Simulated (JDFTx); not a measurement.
# KF (Carobbiite) (Fm-3m) in JDFTx: equation of state

How stiff is KF (Carobbiite) in PBE, and what volume does it want? The cell is scaled to several volumes.

All numbers are computed with JDFTx 1.7.0 (patched build); they aren't measurements. Logs are shortened: lines on timing, memory, paths and dates and some standing lists are left out, and cuts for length are marked. The log counts tension as positive stress, the text compression.

## Step 1: The crystal as given

Symmetry: Fm-3m, No. 225, cubic system. The conventional cell has a = 5.344 Å, b = 5.344 Å, c = 5.344 Å, α = 90.00°, β = 90.00°, γ = 90.00°. Around K (site symmetry m-3m) lie 6 F at 2.67 Å. Around F (site symmetry m-3m) lie 6 K at 2.67 Å.

## Step 2: Equation of state, PBE, 17.93 Å³/atom (volume scaled by 0.94)

KF.in

```
lattice \
    0.0000000000     4.9459936873     4.9459936873 \
    4.9459936873     0.0000000000     4.9459936873 \
    4.9459936873     4.9459936873     0.0000000000
coords-type Lattice
ion K      0.0000000000     0.0000000000     0.0000000000 1
ion F      0.5000000000     0.5000000000     0.5000000000 1

ion-species pseudo/K.upf
ion-species pseudo/F.upf
elec-cutoff 42
elec-ex-corr gga-PBE
kpoint-folding 9 9 9
elec-smearing Fermi 0.0018374661
elec-n-bands 14
electronic-SCF nIterations 100 energyDiffThreshold 1e-08
electronic-minimize nIterations 30 energyDiffThreshold 1e-7
forces-output-coords Cartesian

dump-name run.$VAR
dump End Ecomponents EigStats BandEigs Kpoints Forces Stress
```

Potentials or basis: PseudoDojo-SR-PBE-0.5-standard.

The run is started by

```bash
jdftx -c 1 -i KF.in -o KF.out
```

Output:

```text
*************** JDFTx 1.7.0 (patched build) ***************

[... 9 lines left out ...]
---------- Initializing the Grid ----------
R =
[            0      4.94599      4.94599  ]
[      4.94599            0      4.94599  ]
[      4.94599      4.94599            0  ]
unit cell volume = 241.986
G =
[  -0.635179   0.635179   0.635179  ]
[   0.635179  -0.635179   0.635179  ]
[   0.635179   0.635179  -0.635179  ]
Minimum fftbox size, Smin = [  44  44  44  ]
Chosen fftbox size, S = [  48  48  48  ]

---------- Exchange Correlation functional ----------
Initalized PBE GGA exchange.
Initalized PBE GGA correlation.

---------- Setting up pseudopotentials ----------
Width of ionic core gaussian charges (only for fluid interactions / plotting) set to 0

Reading pseudopotential file 'pseudo/K.upf':
  'K' pseudopotential, 'PBE' functional
  Generated using ONCVPSP code by D. R. Hamann
  9 valence electrons, 3 orbitals, 6 projectors, 1001 radial grid points, with lMax = 2
    3S    l: 0   occupation:  2.0   eigenvalue: -1.298836
    3P    l: 1   occupation:  6.0   eigenvalue: -0.691386
    4S    l: 0   occupation:  1.0   eigenvalue: -0.085223
  WARNING: large normalization error in atomic orbital 2s (integral: 0.980832).
  Core radius for overlap checks: 1.56 bohrs.

Reading pseudopotential file 'pseudo/F.upf':
  'F' pseudopotential, 'PBE' functional
  Generated using ONCVPSP code by D. R. Hamann
  7 valence electrons, 2 orbitals, 5 projectors, 832 radial grid points, with lMax = 2
    2S    l: 0   occupation:  2.0   eigenvalue: -1.098789
    2P    l: 1   occupation:  5.0   eigenvalue: -0.408344
  Core radius for overlap checks: 1.56 bohrs.

Initialized 2 species with 2 total atoms.

Folded 1 k-points by 9x9x9 to 729 k-points.

---------- Setting up k-points, bands, fillings ----------
Reduced to 35 k-points under symmetry.
Computing the number of bands and number of electrons
Calculating initial fillings.
nElectrons:  16.000000   nBands: 14   nStates: 35

----- Setting up reduced wavefunction bases (one per k-point) -----
average nbasis = 3145.949 , ideal nbasis = 3145.999

---------- Setting up ewald sum ----------
Optimum gaussian width for ewald sums = 2.246385 bohr.
Real space sum over 1331 unit cells with max indices [  5  5  5  ]
Reciprocal space sum over 2197 terms with max indices [  6  6  6  ]

---------- Allocating electronic variables ----------
Initializing wave functions:  linear combination of atomic orbitals
Note: number of bands (14) exceeds available atomic orbitals (9)
K pseudo-atom occupations:   s ( 2 1 )  p ( 6 )
F pseudo-atom occupations:   s ( 2 )  p ( 5 )
	FillingsUpdate:  mu: +0.326082205  nElectrons: 16.000000
LCAOMinimize: Iter:   0  F: -52.4283279559061555  |grad|_K:  5.631e-03  alpha:  1.000e+00
	FillingsUpdate:  mu: +0.292030628  nElectrons: 16.000000
LCAOMinimize: Iter:   1  F: -52.4862912617899653  |grad|_K:  2.448e-03  alpha:  3.310e-01  linmin: -2.512e-01  cgtest:  8.365e-01
LCAOMinimize: Encountered beta<0, resetting CG.
[... 11 lines of inner loops ...]
LCAOMinimize: Iter:   5  F: -52.4964127114269132  |grad|_K:  2.423e-06  alpha:  9.237e-01  linmin: -6.014e-04  cgtest:  4.855e-03
	FillingsUpdate:  mu: +0.282168167  nElectrons: 16.000000
LCAOMinimize: Iter:   6  F: -52.4964127216728897  |grad|_K:  5.951e-07  alpha:  5.084e-01  linmin: -3.468e-05  cgtest: -3.560e-03
LCAOMinimize: Converged (|Delta F|<1.000000e-06 for 2 iters).

-------- Electronic minimization -----------
Will mix electronic density at each iteration.
	FillingsUpdate:  mu: +0.282168167  nElectrons: 16.000000
	FillingsUpdate:  mu: +0.266871968  nElectrons: 16.000000
SCF: Cycle:  0   F: -52.509344568372725   dF: -1.293e-02   |Residual|: 1.650e-01   |deigs|: 4.070e-01
	FillingsUpdate:  mu: +0.263835162  nElectrons: 16.000000
SCF: Cycle:  1   F: -52.533232944046148   dF: -2.389e-02   |Residual|: 2.645e-02   |deigs|: 4.286e-02
	FillingsUpdate:  mu: +0.265079415  nElectrons: 16.000000
SCF: Cycle:  2   F: -52.533999996395679   dF: -7.671e-04   |Residual|: 4.808e-03   |deigs|: 1.293e-02
	FillingsUpdate:  mu: +0.266150284  nElectrons: 16.000000
SCF: Cycle:  3   F: -52.534052202343950   dF: -5.221e-05   |Residual|: 1.789e-03   |deigs|: 5.767e-03
	FillingsUpdate:  mu: +0.266995819  nElectrons: 16.000000
SCF: Cycle:  4   F: -52.534062481898104   dF: -1.028e-05   |Residual|: 3.663e-04   |deigs|: 3.752e-03
	FillingsUpdate:  mu: +0.267188901  nElectrons: 16.000000
SCF: Cycle:  5   F: -52.534063804358091   dF: -1.322e-06   |Residual|: 2.302e-04   |deigs|: 1.440e-03
	FillingsUpdate:  mu: +0.267275790  nElectrons: 16.000000
SCF: Cycle:  6   F: -52.534064488520841   dF: -6.842e-07   |Residual|: 2.970e-05   |deigs|: 2.128e-03
	FillingsUpdate:  mu: +0.267292138  nElectrons: 16.000000
SCF: Cycle:  7   F: -52.534064641628902   dF: -1.531e-07   |Residual|: 2.616e-05   |deigs|: 9.767e-04
	FillingsUpdate:  mu: +0.267297190  nElectrons: 16.000000
SCF: Cycle:  8   F: -52.534064722960174   dF: -8.133e-08   |Residual|: 2.601e-05   |deigs|: 2.055e-03
	FillingsUpdate:  mu: +0.267297429  nElectrons: 16.000000
SCF: Cycle:  9   F: -52.534064738573775   dF: -1.561e-08   |Residual|: 2.819e-05   |deigs|: 1.068e-03
	FillingsUpdate:  mu: +0.267298478  nElectrons: 16.000000
SCF: Cycle: 10   F: -52.534064745781478   dF: -7.208e-09   |Residual|: 3.834e-05   |deigs|: 1.516e-03
	FillingsUpdate:  mu: +0.267297230  nElectrons: 16.000000
SCF: Cycle: 11   F: -52.534064747411819   dF: -1.630e-09   |Residual|: 3.352e-05   |deigs|: 8.217e-04
SCF: Converged (|Delta E|<1.000000e-08 for 2 iters).

Setting wave functions to eigenvectors of Hamiltonian

# Stress tensor in Cartesian coordinates [Eh/a0^3]:
[  -0.00012853            0            0  ]
[            0  -0.00012853            0  ]
[            0            0  -0.00012853  ]

# Ionic positions in lattice coordinates:
ion K   0.000000000000000   0.000000000000000   0.000000000000000 1
ion F   0.500000000000000   0.500000000000000   0.500000000000000 1

# Forces in Cartesian coordinates:
force K   0.000000000000000   0.000000000000000  -0.000000000000000 1
force F  -0.000000000000000  -0.000000000000000   0.000000000000000 1

# Energy components:
   Eewald =      -37.0672942329356658
       EH =       13.7233630053219571
     Eloc =      -47.6703087546784019
      Enl =        1.6368095777039899
      Exc =      -12.0216098261427700
 Exc_core =        2.2891410609478107
       KE =       26.5758344223712548
-------------------------------------
     Etot =      -52.5340647474118185
       TS =        0.0000000000000017
-------------------------------------
        F =      -52.5340647474118185

IonicMinimize: Iter:   0  F: -52.534064747411819  |grad|_K:        nan
IonicMinimize: None of the convergence criteria satisfied after 0 iterations.

#--- Lowdin population analysis ---
# oxidation-state K +0.852
# oxidation-state F -0.775

Dumping 'run.eigStats' ...
	eMin: -0.880559 at state 0 ( [ +0.000000 +0.000000 +0.000000 ] spin 0 )
	HOMO: +0.073108 at state 0 ( [ +0.000000 +0.000000 +0.000000 ] spin 0 )
	mu  : +0.267297
	LUMO: +0.313375 at state 0 ( [ +0.000000 +0.000000 +0.000000 ] spin 0 )
	eMax: +0.665149 at state 24 ( [ +0.000000 +0.444444 -0.444444 ] spin 0 )
	HOMO-LUMO gap: +0.240268
	Optical gap  : +0.240268 at state 0 ( [ +0.000000 +0.000000 +0.000000 ] spin 0 )
Done!
[note: mu as printed may lie anywhere between the filled and the empty levels]
```

It took 1.9 min on 1 thread of Arm Neoverse V1, shared host; peak memory 0.12 GiB.

Results:

* Free energy: -1429.5247 eV
* Pressure: 3.8 GPa
* Band gap on the k mesh: 6.54 eV, direct
* Loewdin charges: K +0.85; F -0.78 e

Caveat: the empty levels aren't tightly converged; an odd mesh through Γ misses points on the zone boundary, where band edges often lie.

## Step 3: Equation of state, PBE, 18.31 Å³/atom (volume scaled by 0.96)

Edit KF.in of step 2 so:

```diff
@@ -1,5 +1,5 @@
 lattice \
-    0.0000000000     4.9459936873     4.9459936873 \
-    4.9459936873     0.0000000000     4.9459936873 \
-    4.9459936873     4.9459936873     0.0000000000
+    0.0000000000     4.9808257763     4.9808257763 \
+    4.9808257763     0.0000000000     4.9808257763 \
+    4.9808257763     4.9808257763     0.0000000000
 coords-type Lattice
```

Potentials or basis: PseudoDojo-SR-PBE-0.5-standard.

The run is started by

```bash
jdftx -c 1 -i KF.in -o KF.out
```

It took 1.9 min on 1 thread of Arm Neoverse V1, shared host; peak memory 0.12 GiB.

Results (log left out):

```
Free energy            : -1429.5406 eV
Pressure               : 2.8 GPa
Band gap on the k mesh : 6.42 eV, direct
Loewdin charges        : K +0.85; F -0.78 e
```

Caveat: the empty levels aren't tightly converged; an odd mesh through Γ misses points on the zone boundary, where band edges often lie.

## Step 4: Equation of state, PBE, 18.69 Å³/atom (volume scaled by 0.98)

Edit KF.in of step 3 so:

```diff
@@ -1,5 +1,5 @@
 lattice \
-    0.0000000000     4.9808257763     4.9808257763 \
-    4.9808257763     0.0000000000     4.9808257763 \
-    4.9808257763     4.9808257763     0.0000000000
+    0.0000000000     5.0151773845     5.0151773845 \
+    5.0151773845     0.0000000000     5.0151773845 \
+    5.0151773845     5.0151773845     0.0000000000
 coords-type Lattice
```

The run is started by

```bash
jdftx -c 1 -i KF.in -o KF.out
```

It took 1.9 min on 1 thread of Arm Neoverse V1, shared host; peak memory 0.12 GiB.

It converged, with:

```
Free energy            : -1429.5522 eV
Pressure               : 2.0 GPa
Band gap on the k mesh : 6.31 eV, direct
Loewdin charges        : K +0.85; F -0.78 e
```

Caveat: the empty levels aren't tightly converged; an odd mesh through Γ misses points on the zone boundary, where band edges often lie.

## Step 5: Equation of state, PBE, 19.07 Å³/atom

Edit KF.in of step 4 so:

```diff
@@ -1,5 +1,5 @@
 lattice \
-    0.0000000000     5.0151773845     5.0151773845 \
-    5.0151773845     0.0000000000     5.0151773845 \
-    5.0151773845     5.0151773845     0.0000000000
+    0.0000000000     5.0490647461     5.0490647461 \
+    5.0490647461     0.0000000000     5.0490647461 \
+    5.0490647461     5.0490647461     0.0000000000
 coords-type Lattice
```

The run is started by

```bash
jdftx -c 1 -i KF.in -o KF.out
```

It took 1.9 min on 1 thread of Arm Neoverse V1, shared host; peak memory 0.12 GiB.

Results (log left out):

| Item | Value |
| --- | --- |
| Free energy | -1429.5601 eV |
| Pressure | 1.3 GPa |
| Band gap on the k mesh | 6.20 eV, direct |
| Loewdin charges | K +0.85; F -0.78 e |

Caveat: the empty levels aren't tightly converged; an odd mesh through Γ misses points on the zone boundary, where band edges often lie.

## Step 6: Equation of state, PBE, 19.46 Å³/atom (volume scaled by 1.02)

Edit KF.in of step 5 so:

```diff
@@ -1,5 +1,5 @@
 lattice \
-    0.0000000000     5.0490647461     5.0490647461 \
-    5.0490647461     0.0000000000     5.0490647461 \
-    5.0490647461     5.0490647461     0.0000000000
+    0.0000000000     5.0825032354     5.0825032354 \
+    5.0825032354     0.0000000000     5.0825032354 \
+    5.0825032354     5.0825032354     0.0000000000
 coords-type Lattice
```

Potentials or basis: PseudoDojo-SR-PBE-0.5-standard.

The run is started by

```bash
jdftx -c 1 -i KF.in -o KF.out
```

It took 1.9 min on 1 thread of Arm Neoverse V1, shared host; peak memory 0.12 GiB.

It converged, with:

```yaml
Free_energy: -1429.5647 eV
Pressure: 0.6 GPa
Band_gap_on_the_k_mesh: 6.09 eV, direct
Loewdin_charges: K +0.85; F -0.77 e
```

Caveat: the empty levels aren't tightly converged; an odd mesh through Γ misses points on the zone boundary, where band edges often lie.

## Step 7: Equation of state, PBE, 19.84 Å³/atom (volume scaled by 1.04)

Edit KF.in of step 6 so:

```diff
@@ -1,5 +1,5 @@
 lattice \
-    0.0000000000     5.0825032354     5.0825032354 \
-    5.0825032354     0.0000000000     5.0825032354 \
-    5.0825032354     5.0825032354     0.0000000000
+    0.0000000000     5.1155074280     5.1155074280 \
+    5.1155074280     0.0000000000     5.1155074280 \
+    5.1155074280     5.1155074280     0.0000000000
 coords-type Lattice
```

The run is started by

```bash
jdftx -c 1 -i KF.in -o KF.out
```

Run time: 1.9 min. Hardware: 1 thread of Arm Neoverse V1, shared host; peak memory 0.13 GiB.

Results (log left out):

```
Free energy            : -1429.5662 eV
Pressure               : 0.0 GPa
Band gap on the k mesh : 6.00 eV, direct
Loewdin charges        : K +0.85; F -0.77 e
```

Caveat: the empty levels aren't tightly converged; an odd mesh through Γ misses points on the zone boundary, where band edges often lie.

## Step 8: Equation of state, PBE, 20.22 Å³/atom (volume scaled by 1.06)

Edit KF.in of step 7 so:

```diff
@@ -1,5 +1,5 @@
 lattice \
-    0.0000000000     5.1155074280     5.1155074280 \
-    5.1155074280     0.0000000000     5.1155074280 \
-    5.1155074280     5.1155074280     0.0000000000
+    0.0000000000     5.1480911564     5.1480911564 \
+    5.1480911564     0.0000000000     5.1480911564 \
+    5.1480911564     5.1480911564     0.0000000000
 coords-type Lattice
```

The run is started by

```bash
jdftx -c 1 -i KF.in -o KF.out
```

Run time: 1.8 min. Hardware: 1 thread of Arm Neoverse V1, shared host; peak memory 0.13 GiB.

The run converged. Its results:

* Free energy: -1429.5651 eV
* Pressure: -0.5 GPa
* Band gap on the k mesh: 5.90 eV, direct
* Loewdin charges: K +0.85; F -0.77 e

Caveat: the empty levels aren't tightly converged; an odd mesh through Γ misses points on the zone boundary, where band edges often lie.

## Step 9: Equation of state, PBE

Potentials or basis: PseudoDojo-SR-PBE-0.5-standard.

This step only gathers the single runs of the series.

Results:

- Equilibrium volume: 19.86 Å³/atom
- Bulk modulus: 29 GPa
- Pressure derivative of the bulk modulus: 4.8

Energy against volume, from the lowest point:
```csv
volume (Å³/atom),energy (meV/atom)
17.929,20.76
18.311,12.83
18.692,7.00
19.074,3.05
19.455,0.78
19.837,0.00
20.218,0.56
```

Caveat: the empty levels aren't tightly converged. Zero-point motion and thermal expansion aren't in these numbers.
